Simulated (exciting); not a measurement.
# Zn (Fm-3m) in exciting: reference runs

How does Zn come out in PBEsol? The cell is run as given and disturbed, then over a range of volumes.

Everything below comes from runs of exciting (release sodium). Logs are shortened: lines on timing, memory, paths and dates and some standing lists are left out, and cuts for length are marked.

## 1. Starting point

It takes space group Fm-3m (No. 225, cubic). Conventional cell: a = 3.930 Å, b = 3.930 Å, c = 3.930 Å, α = 90.00°, β = 90.00°, γ = 90.00°. Around Zn (site symmetry m-3m) lie 12 Zn at 2.78 Å.

This isn't the form of Zn at room conditions, which is hcp.

## 2. Single point, PBEsol

The input, input.xml:

```xml
<input>
  <title>Zn</title>
  <structure speciespath="./" tshift="false">
    <crystal scale="1">
      <basevect>0.000000000000 3.712888536238 3.712888536238</basevect>
      <basevect>3.712888536238 0.000000000000 3.712888536238</basevect>
      <basevect>3.712888536238 3.712888536238 0.000000000000</basevect>
    </crystal>
    <species speciesfile="Zn.xml" rmt="2">
      <atom coord="0.000000000000 0.000000000000 0.000000000000"/>
    </species>
  </structure>
  <groundstate do="fromscratch" ngridk="12 12 12" rgkmax="9" gmaxvr="14" lmaxapw="10" lmaxmat="10" lmaxvr="8" xctype="GGA_PBE_SOL" stype="Fermi Dirac" swidth="0.00183747" nempty="8" ValenceRelativity="iora*" epsengy="1e-05" epspot="1e-05" maxscl="60" tforce="true" outputlevel="normal"/>
</input>
```

Potentials or basis: all-electron LAPW+lo, shipped species files, valence relativity iora*.

Run with:

```sh
$ OMP_NUM_THREADS=1 exciting_smp
```

INFO.OUT:

```text
================================================================================
EXCITING SODIUM started
[... 10 lines left out ...]

 Lattice vectors (cartesian) :
      0.0000000000      3.7128885362      3.7128885362
      3.7128885362      0.0000000000      3.7128885362
      3.7128885362      3.7128885362      0.0000000000

 Reciprocal lattice vectors (cartesian) :
     -0.8461316904      0.8461316904      0.8461316904
      0.8461316904     -0.8461316904      0.8461316904
      0.8461316904      0.8461316904     -0.8461316904

 Unit cell volume                           :     102.3683563875
 Brillouin zone volume                      :       2.4231141555

 Species :    1 (Zn)
     parameters loaded from                 :    Zn.xml
     name                                   :    zinc
     nuclear charge                         :     -30.00000000
     electronic charge                      :      30.00000000
     atomic mass                            :  119198.67800000
     muffin-tin radius                      :       2.00000000
     # of radial points in muffin-tin       :     350

     atomic positions (lattice) :
       1 :   0.00000000  0.00000000  0.00000000

 Total number of atoms per unit cell        :       1

 Spin treatment                             :    spin-unpolarised

 Number of Bravais lattice symmetries       :      48
 Number of crystal symmetries               :      48

 k-point grid                               :      12   12   12
 Total number of k-points                   :      72
 k-point set is reduced with crystal symmetries

 R^MT_min * |G+k|_max (rgkmax)              :       9.00000000
 Species with R^MT_min                      :       1 (Zn)
 Maximum |G+k| for APW functions            :       4.50000000
 Maximum |G| for potential and density      :      14.00000000

 G-vector grid sizes                        :      24    24    24
 Total number of G-vectors                  :    4693

 Maximum angular momentum used for
     APW functions                          :      10
     computing H and O matrix elements      :      10
     potential and density                  :       8
     inner part of muffin-tin               :       2

 Total nuclear charge                       :     -30.00000000
 Total electronic charge                    :      30.00000000
 Total core charge                          :      12.00000000
 Total valence charge                       :      18.00000000

 Number of empty states                     :       8
 Total number of valence states             :      18

 Maximum Hamiltonian size                   :     181
 Maximum number of plane-waves              :     169
 Total number of local-orbitals             :      12

 Exchange-correlation type                  :      22
[... 23 lines left out ...]
+ SCF iteration number :    1                                                  +
++++++++++++++++++++++++++++++++++++++++++++++++++++++++++++++++++++++++++++++++
 Total energy                               :     -1789.91373753
 _______________________________________________________________
 Fermi energy                               :         0.27622461
 Kinetic energy                             :      1829.83399760
 Coulomb energy                             :     -3549.71035016
 Exchange energy                            :       -68.38256719
 Correlation energy                         :        -1.65481779

 DOS at Fermi energy (states/Ha/cell)       :         9.49145547

 Electron charges :
     core                                   :        12.00000000
     core leakage                           :         0.00088900
     valence                                :        18.00000000
     interstitial                           :         1.97301554
     charge in muffin-tin spheres :
                  atom     1    Zn          :        28.02698446
     total charge in muffin-tins            :        28.02698446
     total charge                           :        30.00000000
[... 294 lines left out ...]
 Electron charges :
     core                                   :        12.00000000
     core leakage                           :         0.00085695
     valence                                :        18.00000000
     interstitial                           :         1.89897370
     charge in muffin-tin spheres :
                  atom     1    Zn          :        28.10102630
     total charge in muffin-tins            :        28.10102630
     total charge                           :        30.00000000

 RMS change in effective potential (target) :  0.201405E-09  ( 0.100000E-04)
 Absolute change in total energy   (target) :  0.414980E-08  ( 0.100000E-04)
 Charge distance                   (target) :  0.182682E-10  ( 0.100000E-04)
 Abs. change in max-nonIBS-force   (target) :   0.00000      ( 0.500000E-04)

++++++++++++++++++++++++++++++++++++++++++++++++++++++++++++++++++++++++++++++++
| Convergency criteria checked for the last 2 iterations                       +
| Convergence targets achieved. Performing final SCF iteration                 +
++++++++++++++++++++++++++++++++++++++++++++++++++++++++++++++++++++++++++++++++
 Total energy                               :     -1794.71282196
 _______________________________________________________________
 Fermi energy                               :         0.25900087
 Kinetic energy                             :      1827.33451780
 Coulomb energy                             :     -3551.81895324
 Exchange energy                            :       -68.57143515
 Correlation energy                         :        -1.65695137

 DOS at Fermi energy (states/Ha/cell)       :        10.73872870

 Electron charges :
     core                                   :        12.00000000
     core leakage                           :         0.00085695
     valence                                :        18.00000000
     interstitial                           :         1.89897370
     charge in muffin-tin spheres :
                  atom     1    Zn          :        28.10102630
     total charge in muffin-tins            :        28.10102630
     total charge                           :        30.00000000

++++++++++++++++++++++++++++++++++++++++++++++++++++++++++++++++++++++++++++++++
+ Self-consistent loop stopped                                                 +
++++++++++++++++++++++++++++++++++++++++++++++++++++++++++++++++++++++++++++++++
 STATE.OUT is written

--------------------------------------------------------------------------------
- Writing atomic positions and forces                                          -
--------------------------------------------------------------------------------

 Atomic positions (lattice) :
 atom     1  Zn  :     0.00000000    0.00000000    0.00000000

 Total atomic forces including IBS (cartesian) :
 atom     1  Zn  :     0.00000000    0.00000000    0.00000000

 Atomic force components including IBS (cartesian) :
 atom     1  Zn  :     0.00000000    0.00000000    0.00000000   HF force
                 :     0.00000000    0.00000000    0.00000000   core correction
                 :     0.00000000    0.00000000    0.00000000   IBS correction

********************************************************************************
[... 7 lines left out ...]
| EXCITING SODIUM stopped                                                      =
================================================================================
```

WARNINGS.OUT:

```text
Inversion symmetry is present. Consider using input%groundstate%solver%type = "inversionsymmetry"
```

It took 20 s on 1 thread of AMD EPYC 7R43 (Zen 3), shared host; peak memory 0.1 GiB.

What came out:

| Item | Value |
| --- | --- |
| Free energy | -48836.6271 eV |
| Band gap on the k mesh | none (metal or under the smearing width) |
| All electrons inside the program's atomic spheres | Zn 28.10 (radii Zn 2.0 bohr) |

Levels at points of the mesh, in eV from the Fermi level:
| k point | band 5 | band 6 | band 7 | band 8 | band 9 | band 10 | band 11 | band 12 | band 13 | band 14 |
| --- | --- | --- | --- | --- | --- | --- | --- | --- | --- | --- |
| (0.00, 0.00, 0.00) | -7.52 | -7.52 | -7.52 | -7.14 | -7.14 | 18.22 | 18.22 | 18.22 | 18.64 | 21.72 |
| (0.50, 0.00, 0.00) | -7.52 | -7.52 | -6.85 | -6.85 | -2.86 | -1.33 | 15.20 | 15.20 | 17.25 | 19.44 |
| (0.50, 0.50, 0.00) | -8.13 | -6.86 | -6.78 | -6.78 | -0.96 | 1.78 | 8.41 | 8.41 | 12.36 | 13.39 |

Caveat: the log's total energy holds no entropy term; the free energy is that total less TS from the occupations.

## 3. Single point, PBEsol (cell strained at random at fixed volume)

The input, input.xml:

```xml
<input>
  <title>Zn</title>
  <structure speciespath="./" tshift="false">
    <crystal scale="1">
      <basevect>0.007534338059 3.788084518189 3.717121522757</basevect>
      <basevect>3.697538290927 -0.008157947680 3.732813808496</basevect>
      <basevect>3.642282699043 3.748519322318 0.047097644204</basevect>
    </crystal>
    <species speciesfile="Zn.xml" rmt="2">
      <atom coord="-0.027773000000 0.011558000000 0.010019000000"/>
    </species>
  </structure>
  <groundstate do="fromscratch" ngridk="12 12 12" rgkmax="9" gmaxvr="14" lmaxapw="10" lmaxmat="10" lmaxvr="8" xctype="GGA_PBE_SOL" stype="Fermi Dirac" swidth="0.00183747" nempty="8" ValenceRelativity="iora*" epsengy="1e-05" epspot="1e-05" maxscl="60" tforce="true" outputlevel="normal"/>
  <properties>
    <chargedensityplot>
      <plot3d>
        <box grid="15 14 14">
          <origin coord="0 0 0"/>
          <point coord="1 0 0"/>
          <point coord="0 1 0"/>
          <point coord="0 0 1"/>
        </box>
      </plot3d>
    </chargedensityplot>
    <elfplot>
      <plot3d>
        <box grid="15 14 14">
          <origin coord="0 0 0"/>
          <point coord="1 0 0"/>
          <point coord="0 1 0"/>
          <point coord="0 0 1"/>
        </box>
      </plot3d>
    </elfplot>
    <exccplot>
      <plot3d>
        <box grid="15 14 14">
          <origin coord="0 0 0"/>
          <point coord="1 0 0"/>
          <point coord="0 1 0"/>
          <point coord="0 0 1"/>
        </box>
      </plot3d>
    </exccplot>
  </properties>
</input>
```

Potentials or basis: all-electron LAPW+lo, shipped species files, valence relativity iora*.

Run with:

```sh
$ OMP_NUM_THREADS=1 exciting_smp
```

INFO.OUT:

```text
================================================================================
EXCITING SODIUM started
[... 10 lines left out ...]

 Lattice vectors (cartesian) :
      0.0075343381      3.7880845182      3.7171215228
      3.6975382909     -0.0081579477      3.7328138085
      3.6422826990      3.7485193223      0.0470976442

 Reciprocal lattice vectors (cartesian) :
     -0.8588591929      0.8238066644      0.8525432790
      0.8442747008     -0.8309654925      0.8451180428
      0.8697617594      0.8418676260     -0.8597025359
[... 428 lines left out ...]
     total charge in muffin-tins            :        28.10163827
     total charge                           :        30.00000000

++++++++++++++++++++++++++++++++++++++++++++++++++++++++++++++++++++++++++++++++
+ Self-consistent loop stopped                                                 +
++++++++++++++++++++++++++++++++++++++++++++++++++++++++++++++++++++++++++++++++
 STATE.OUT is written

--------------------------------------------------------------------------------
- Writing atomic positions and forces                                          -
--------------------------------------------------------------------------------

 Atomic positions (lattice) :
 atom     1  Zn  :     0.97222700    0.01155800    0.01001900

 Total atomic forces including IBS (cartesian) :
 atom     1  Zn  :     0.00000000    0.00000000    0.00000000

 Atomic force components including IBS (cartesian) :
 atom     1  Zn  :     0.00000000    0.00000000    0.00000000   HF force
                 :     0.00000000    0.00000000    0.00000000   core correction
                 :     0.00000000    0.00000000    0.00000000   IBS correction

********************************************************************************
* Groundstate module stopped                                                   *
********************************************************************************

================================================================================
| EXCITING SODIUM stopped                                                      =
================================================================================
```

stdout:

```text
Info(rhoplot):
 3D density plot written to RHO3D.xml

Info(potplot):
 3D Coulomb potential plot written to VCL3D.xml
 3D exchange-correlation potential plot written to VXC3D.xml

Info(elfplot): 3D ELF plot written to ELF3D.xml
```

Wall time 7.3 min (1 thread of AMD EPYC 7R43 (Zen 3), shared host); peak memory 0.12 GiB.

What came out:

| Quantity | Value |
| --- | --- |
| Free energy | -48836.6273 eV |
| Band gap on the k mesh | none (metal or under the smearing width) |
| All electrons inside the program's atomic spheres | Zn 28.10 (radii Zn 2.0 bohr) |

Levels at points of the mesh, in eV from the Fermi level:
```tsv
k point	band 6	band 7	band 8	band 9	band 10	band 11	band 12	band 13
(0.00, 0.00, 0.00)	-7.52	-7.46	-7.16	-7.10	17.82	18.07	18.32	19.14
(0.50, 0.00, 0.00)	-7.50	-6.87	-6.82	-2.87	-1.35	15.02	15.45	17.32
(0.00, 0.50, 0.00)	-7.46	-6.86	-6.84	-2.92	-1.47	14.86	15.76	17.62
(0.50, 0.50, 0.00)	-6.86	-6.79	-6.75	-0.91	1.86	8.09	8.63	12.26
(0.00, 0.00, 0.50)	-7.50	-6.85	-6.82	-2.73	-1.06	14.51	15.16	17.09
(0.50, 0.00, 0.50)	-6.86	-6.78	-6.77	-1.21	1.40	8.39	9.08	12.55
(0.00, 0.50, 0.50)	-6.86	-6.79	-6.75	-0.75	2.10	7.99	8.34	12.12
(0.50, 0.50, 0.50)	-7.47	-6.86	-6.83	-2.90	-1.41	14.75	15.77	17.50
```

Caveat: the log's total energy holds no entropy term; the free energy is that total less TS from the occupations.

(Continued in part 2 of 2.)
